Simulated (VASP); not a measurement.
# C (Fd-3m) in VASP: settings compared

One crystal, C, is run at these levels: AM05, PBE, PBEsol+D4, PBEsol+rVV10, RPBE+D3; tasks: relaxation of cell and atoms, single point.

Everything below comes from runs of VASP 6.6.1. Logs are shortened: lines on timing, memory, paths and dates and some standing lists are left out, and cuts for length are marked.

## Step 1: Starting point

Symmetry: Fd-3m, No. 227, cubic system. Conventional cell: a = 3.567 Å, b = 3.567 Å, c = 3.567 Å, α = 90.00°, β = 90.00°, γ = 90.00°. Around C (site symmetry -43m) lie 4 C at 1.54 Å.

This isn't the form of C at room conditions, which is graphite.

## Step 2: Relaxation of cell and atoms, AM05

INCAR

```
PREC = Accurate ; ENCUT = 600
EDIFF = 1E-6 ; ISMEAR = -1
SIGMA = 0.05 ; LREAL = False
LASPH = True ; NELM = 60
ALGO = Normal ; ISIF = 3
LWAVE = False ; LCHARG = False
GGA = AM ; IBRION = 2
NSW = 60 ; EDIFFG = -0.01
```

KPOINTS

```
Automatic mesh
0
Gamma
  13 13 13
```

POSCAR

```
C
1.0
    0.0000000000      1.7833700000      1.7833700000
    1.7833700000      0.0000000000      1.7833700000
    1.7833700000      1.7833700000      0.0000000000
C
2
Direct
    0.7500000000      0.7500000000      0.7500000000
    0.5000000000      0.5000000000      0.5000000000
```

Potentials or basis: VASP PAW PBE potentials, release 64 (C).

On the command line:

```bash
$ cat potpaw_PBE.64/C/POTCAR > POTCAR
$ mpirun -np 1 vasp_std > vasp.out
```

OUTCAR:

```text
PREC = Accurate
   ENCUT = 600
   EDIFF = 1E-6
   ISMEAR = -1
   LREAL = False
   LASPH = True
   NELM = 60
   ISIF = 3
   GGA = AM
   IBRION = 2
   NSW = 60
   EDIFFG = -0.01

 ion  position               nearest neighbor table
   1  0.750  0.750  0.750-   2 1.54   2 1.54   2 1.54   2 1.54
   2  0.500  0.500  0.500-   1 1.54   1 1.54   1 1.54   1 1.54

  LATTYP: Found a face centered cubic cell.
 ALAT       =     3.5667400000

  Lattice vectors:

 A1 = (   0.0000000000,   1.7833700000,   1.7833700000)
 A2 = (   1.7833700000,   0.0000000000,   1.7833700000)
 A3 = (   1.7833700000,   1.7833700000,   0.0000000000)

Analysis of symmetry for initial positions (statically):
=====================================================================
 Subroutine PRICEL returns:
 Original cell was already a primitive cell.

 Routine SETGRP: Setting up the symmetry group for a
 face centered cubic supercell.

 Subroutine GETGRP returns: Found 48 space group operations
 (whereof 24 operations were pure point group operations)
 out of a pool of 48 trial point group operations.

The static configuration has the point symmetry T_d .
 The point group associated with its full space group is O_h .

Analysis of symmetry for dynamics (positions and initial velocities):
=====================================================================
 Subroutine PRICEL returns:
 Original cell was already a primitive cell.

 Routine SETGRP: Setting up the symmetry group for a
 face centered cubic supercell.

 Subroutine GETGRP returns: Found 48 space group operations
 (whereof 24 operations were pure point group operations)
 out of a pool of 48 trial point group operations.

The dynamic configuration has the point symmetry T_d .
 The point group associated with its full space group is O_h .

 Subroutine INISYM returns: Found 48 space group operations
 (whereof 24 operations are pure point group operations),
 and found     1 'primitive' translations

----------------------------------------------------------------------------------------

                                     Primitive cell

  volume of cell :      11.3437

  direct lattice vectors                    reciprocal lattice vectors
     0.000000000  1.783370000  1.783370000    -0.280368067  0.280368067  0.280368067
     1.783370000  0.000000000  1.783370000     0.280368067 -0.280368067  0.280368067
     1.783370000  1.783370000  0.000000000     0.280368067  0.280368067 -0.280368067

  length of vectors
     2.522066041  2.522066041  2.522066041     0.485611737  0.485611737  0.485611737

  position of ions in fractional coordinates (direct lattice)
     0.750000000  0.750000000  0.750000000
     0.500000000  0.500000000  0.500000000

  ion indices of the primitive-cell ions
   primitive index   ion index
                 1           1
                 2           2

----------------------------------------------------------------------------------------

 KPOINTS: Automatic mesh

Automatic generation of k-mesh.
 Grid dimensions read from file:
 generate k-points for:   13   13   13

 Generating k-lattice:

  Cartesian coordinates                     Fractional coordinates (reciprocal lattice)
    -0.021566774  0.021566774  0.021566774     0.076923077  0.000000000  0.000000000
     0.021566774 -0.021566774  0.021566774     0.000000000  0.076923077  0.000000000
     0.021566774  0.021566774 -0.021566774     0.000000000  0.000000000  0.076923077

  Length of vectors
     0.037354749  0.037354749  0.037354749

  Shift w.r.t. Gamma in fractional coordinates (k-lattice)
     0.000000000  0.000000000  0.000000000

 Subroutine IBZKPT returns following result:
 ===========================================

 Found     84 irreducible k-points:

 Following reciprocal coordinates:
            Coordinates               Weight
  0.000000  0.000000  0.000000      1.000000
  0.076923  0.000000  0.000000      8.000000
  0.153846  0.000000  0.000000      8.000000
  0.230769  0.000000  0.000000      8.000000
  0.307692  0.000000  0.000000      8.000000
  0.384615  0.000000  0.000000      8.000000
[... 42 lines left out ...]
 -0.461538  0.461538  0.000000     12.000000
  0.230769  0.153846  0.076923     24.000000
 [... further k-points ...]
   k-points           NKPTS =     84   k-points in BZ     NKDIM =     84   number of bands    NBANDS=      8
   number of dos      NEDOS =    301   number of ions     NIONS =      2
   total plane-waves  NPLWV =   8000
   dimension x,y,z NGX =    20 NGY =   20 NGZ =   20
   dimension x,y,z NGXF=    40 NGYF=   40 NGZF=   40
   ions per type =               2
   NGX,Y,Z   is equivalent  to a cutoff of  13.18, 13.18, 13.18 a.u.
   NGXF,Y,Z  is equivalent  to a cutoff of  26.37, 26.37, 26.37 a.u.
 SYSTEM =  unknown system
   PREC   = accura    normal or accurate (medium, high low for compatibility)
   ISTART =      0    job   : 0-new  1-cont  2-samecut
   ICHARG =      2    charge: 1-file 2-atom 10-const
   ISPIN  =      1    spin polarized calculation?
   LNONCOLLINEAR =      F non collinear calculations
   LSORBIT =      F    spin-orbit coupling
   LASPH  =      T    aspherical Exc in radial PAW
   ENCUT  =  600.0 eV  44.10 Ry    6.64 a.u.   5.04  5.04  5.04*2*pi/ulx,y,z
   NELM   =     60;   NELMIN=  2; NELMDL= -5     # of ELM steps
   EDIFF  = 0.1E-05   stopping-criterion for ELM
   LREAL  =      F    real-space projection
   EDIFFG = -.1E-01   stopping-criterion for IOM
   NSW    =     60    number of steps for IOM
   IBRION =      2    ionic relax: 0-MD 1-quasi-New 2-CG
   NFREE  =      1    steps in history (QN), initial steepest desc. (CG)
   ISIF   =      3    stress and relaxation
   ISYM   =      2    0-nonsym 1-usesym 2-fastsym
   POTIM  = 0.5000    time-step for ionic-motion
   TEBEG  =    0.0;   TEEND  =   0.0 temperature during run
   PSTRESS=    0.0 pullay stress
   NELECT =       8.0000    total number of electrons
   NUPDOWN=      -1.0000    fix difference up-down
   EMIN   =  10.00;   EMAX   =-10.00  energy-range for DOS
   EFERMI =   0.00;   METHOD = LEGACY
   ISMEAR =    -1;   SIGMA  =   0.05  broadening in eV -4-tet -1-fermi 0-gaus
   EFERMI_NEDOS =   21; number of points for ismear=-14 and -15
   IALGO  =     38    algorithm
   IMIX   =      4    mixing-type and parameters
     AMIX     =   0.40;   BMIX     =  1.00
     AMIX_MAG =   1.60;   BMIX_MAG =  1.00
  volume/ion in A,a.u.               =       5.67        38.28
  Fermi-wavevector in a.u.,A,eV,Ry     =   1.457203  2.753714 28.891161  2.123440
  Thomas-Fermi vector in A             =   2.574032
   LORBIT       =      0    0 simple, 1 ext, 2 COOP (PROOUT), +10 PAW based schemes
   GGA     = AM    functional components
   LHFCALC =     F    Hartree Fock is set to
   AEXX    =    0.0000 exact exchange contribution
   IVDW    =     0    specifies the selected vdW correction
   LEPSILON=     F    determine dielectric tensor
   LRPA    =     F    only Hartree local field effects (RPA)
 conjugate gradient relaxation of ions
 non-spin polarized calculation
  energy-cutoff  :      600.00
  volume of cell :       11.34
 maximum number of plane-waves:       388
   NGX =  9   NGY =  9   NGZ =  9

--------------------------------------- Ionic step        1  -------------------------------------------

 number of electron       7.9999999 magnetization

 Free energy of the ion-electron system (eV)
  ---------------------------------------------------
  ext. energy  EPLUGINS =         0.00000000
  ---------------------------------------------------
  free energy    TOTEN  =       -18.92800456 eV

  energy without entropy =      -18.92800456  energy(sigma->0) =      -18.92800456

------------------------ aborting loop because EDIFF is reached ----------------------------------------

  FORCE on cell =-STRESS in cart. coord.  units (eV):
  Direction    XX          YY          ZZ          XY          YZ          ZX
  --------------------------------------------------------------------------------------
  -------------------------------------------------------------------------------------
  Total       -0.3984492     -0.3984492     -0.3984492      0.0000000     -0.0000000     -0.0000000
  in kB      -56.2767709    -56.2767709    -56.2767709      0.0000000     -0.0000000     -0.0000000
  external PRESSURE =     -56.2767709 kB  Pullay stress =       0.0000000 kB
[... 57 lines left out ...]
  energy  without entropy=      -18.9263972458  energy(sigma->0) =      -18.92639725

--------------------------------------- Ionic step        3  -------------------------------------------

 number of electron       7.9999999 magnetization

 Free energy of the ion-electron system (eV)
  ---------------------------------------------------
  ext. energy  EPLUGINS =         0.00000000
  ---------------------------------------------------
  free energy    TOTEN  =       -18.93056432 eV

  energy without entropy =      -18.93056432  energy(sigma->0) =      -18.93056432

 E-fermi :  10.8945     XC(G=0): -13.4660

 val. band max:        9.9248101716   @ k =   0.0000   0.0000   0.0000
 cond. band min:      13.9790748933   @ k =   0.3846   0.3846   0.0000
 fundamental gap:      4.0542647216
 Fermi energy:        10.8944923737

 k-point     1 :       0.0000    0.0000    0.0000
  band No.  band energies     occupation
      1     -11.7532      2.00000
      2       9.9248      2.00000
      3       9.9248      2.00000
      4       9.9248      2.00000
      5      15.4742      0.00000
      6      15.4742      0.00000
      7      15.4742      0.00000
      8      23.6660      0.00000
[... 419 lines left out ...]
 k-point    40 :       0.4615    0.3077    0.0000
  band No.  band energies     occupation
      1      -5.9961      2.00000
      2       0.4853      2.00000
      3       2.7935      2.00000
      4       4.3273      2.00000
      5      15.0863      0.00000
      6      18.2789      0.00000
      7      24.3880      0.00000
      8      24.6682      0.00000

 [... further k-points ...]

------------------------ aborting loop because EDIFF is reached ----------------------------------------

  FORCE on cell =-STRESS in cart. coord.  units (eV):
  Direction    XX          YY          ZZ          XY          YZ          ZX
  --------------------------------------------------------------------------------------
  -------------------------------------------------------------------------------------
  Total       -0.0021454     -0.0021454     -0.0021454      0.0000000      0.0000000     -0.0000000
  in kB       -0.3068948     -0.3068948     -0.3068948      0.0000000      0.0000000     -0.0000000
  external PRESSURE =      -0.3068948 kB  Pullay stress =       0.0000000 kB
[... 17 lines left out ...]
  FREE ENERGIE OF THE ION-ELECTRON SYSTEM (eV)
  ---------------------------------------------------
  free  energy   TOTEN  =       -18.9305643206 eV

  energy  without entropy=      -18.9305643206  energy(sigma->0) =      -18.93056432

 reached required accuracy - stopping structural energy minimisation
```

Wall time 13 s (1 thread of Intel Xeon Platinum 8488C (Sapphire Rapids), shared host); peak memory 0.11 GiB.

What came out:

```yaml
Free_energy: -18.9306 eV
Relaxed_volume: 5.60 Å³/atom
Relaxed_cell: a = 2.511 Å, b = 2.511 Å, c = 2.511 Å, α = 60.00°, β = 60.00°, γ = 60.00°
Space_group_after_relaxing_to_0.05_Å: Fd-3m (No. 227)
Energy_gained_by_relaxing: 1.3 meV/atom
Ionic_steps: 3
Pressure_after_relaxing: 0.0 GPa
Band_gap_on_the_k_mesh: 4.05 eV, indirect (least direct gap 5.55 eV)
```

Step by step:
| step | energy change (eV) | largest force (eV/Å) | pressure (GPa) | volume (Å³) |
| --- | --- | --- | --- | --- |
| 1 | 0.0000 | 0.0000 | -5.63 | 11.34 |
| 2 | 0.0016 | 0.0000 | 7.52 | 11.02 |
| 3 | -0.0026 | 0.0000 | -0.03 | 11.20 |

Final structure:
```
C
1.0
     0.00000    1.77581    1.77581
     1.77581    0.00000    1.77581
     1.77581    1.77581    0.00000
C
2
Cartesian
  2.6637 2.6637 2.6637
  1.7758 1.7758 1.7758
```

Levels at points of the mesh, in eV from the valence-band top:
```tsv
k point	band 2	band 3	band 4	band 5	band 6	band 7
(0.00, 0.00, 0.00)	0.00	0.00	0.00	5.55	5.55	5.55
```

Caveat: the PAW data sets were made with another functional, which shifts forces and pressure a little; an odd mesh through Γ misses points on the zone boundary, where band edges often lie.

## Step 3: Single point, PBE

INCAR

```
PREC = Accurate
ENCUT = 520
EDIFF = 1E-6
ISMEAR = 0
SIGMA = 0.028000000000000004
LREAL = False
LASPH = True
NELM = 100
ALGO = Normal
ISIF = 2
LWAVE = False
LCHARG = False
GGA = PE
NBANDS = 11
```

KPOINTS is that of step 2.

POSCAR is that of step 2.

Potentials or basis: VASP PAW PBE potentials, release 64 (C).

On the command line:

```bash
$ cat potpaw_PBE.64/C/POTCAR > POTCAR
$ mpirun -np 1 vasp_std > vasp.out
```

Wall time 19 s (1 thread of AMD EPYC 7R43 (Zen 3), shared host); peak memory 0.08 GiB.

It converged, with:

| Property | Result |
| --- | --- |
| Free energy | -18.1853 eV |
| Pressure | 2.5 GPa |
| Band gap on the k mesh | 4.14 eV, indirect (least direct gap 5.59 eV) |

Levels at points of the mesh, in eV from the valence-band top:
| k point | band 1 | band 2 | band 3 | band 4 | band 5 | band 6 | band 7 | band 8 | band 9 |
| --- | --- | --- | --- | --- | --- | --- | --- | --- | --- |
| (0.00, 0.00, 0.00) | -21.48 | 0.00 | 0.00 | 0.00 | 5.59 | 5.59 | 5.59 | 13.33 | 19.29 |

Caveat: an odd mesh through Γ misses points on the zone boundary, where band edges often lie.

(Continued in part 2 of 2.)
